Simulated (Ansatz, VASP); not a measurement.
# Two plane-wave programs on AgI

The input INCAR:

```
SYSTEM = AgI
ALGO = Normal
EDIFF = 1E-6
ENCUT = 520
GGA = PS
ISIF = 2
ISMEAR = 0
LASPH = .True.
LCHARG = .True.
LELF = .True.
LREAL = .False.
LVHAR = .True.
LWAVE = .False.
NBANDS = 16
NELM = 60
PREC = Accurate
SIGMA = 0.05
```

File KPOINTS:

```
k-points
0
Gamma
  8 8 8
  0 0 0
```

The input POSCAR:

```
AgI
1.0
    0.0000000000      3.2424420286      3.2424420286
    3.2424420286      0.0000000000      3.2424420286
    3.2424420286      3.2424420286      0.0000000000
Ag I
1 1
Direct
    0.0000000000      0.0000000000      0.0000000000
    0.7500000000      0.7500000000      0.7500000000
```

Input for Ansatz:

```yaml
crystal:
  lattice:
    - [0.0, 3.2424420286, 3.2424420286]
    - [3.2424420286, 0.0, 3.2424420286]
    - [3.2424420286, 3.2424420286, 0.0]
  atoms:
    - { symbol: Ag, position: [0.0, 0.0, 0.0] }
    - { symbol: I, position: [0.75, 0.75, 0.75] }
basis:
  ecutwfc: 420
  ecutrho_ratio: 4
kpoints:
  mp_grid: { grid: [8, 8, 8] }
hamiltonian:
  xc: pbesol
scf:
  occupations: { method: gaussian, width: 0.05 }
output:
  forces: true
  stress: true
  eigenvalues: true
```

Alike in both runs: task single point; functional PBEsol; k mesh 8 × 8 × 8; occupations gaussian, width 0.05 eV; no spin polarisation.

|  | VASP | Ansatz |
| --- | --- | --- |
| version | VASP 6.6.1 | Ansatz 0.2.0 |
| potentials or method | VASP PAW PBE potentials, release 64 (Ag, I) | scalar-relativistic, plane waves, PAW |
| plane-wave cutoff (eV) | 520 | 420 |
| valence electrons in the cell | 18 | 36 |

Ansatz gave:

| Quantity | Value |
| --- | --- |
| gap on the k mesh at the Fermi level (eV) | 1.20 |
| least direct gap on the mesh (eV) | 1.20 |
| pressure (GPa) | -0.5 |

Q: What did VASP give for the same quantities?

A: gap on the k mesh at the Fermi level (eV): 1.20; least direct gap on the mesh (eV): 1.20; pressure (GPa): -0.6.

The two sets of potentials don't hold the same shells in valence.

Caveats: the PAW data sets were made with another functional, which shifts forces and pressure a little (VASP); spin-orbit coupling is left out, which moves the levels of the heavy elements. As with any semilocal functional, this PBEsol gap is likely too small.
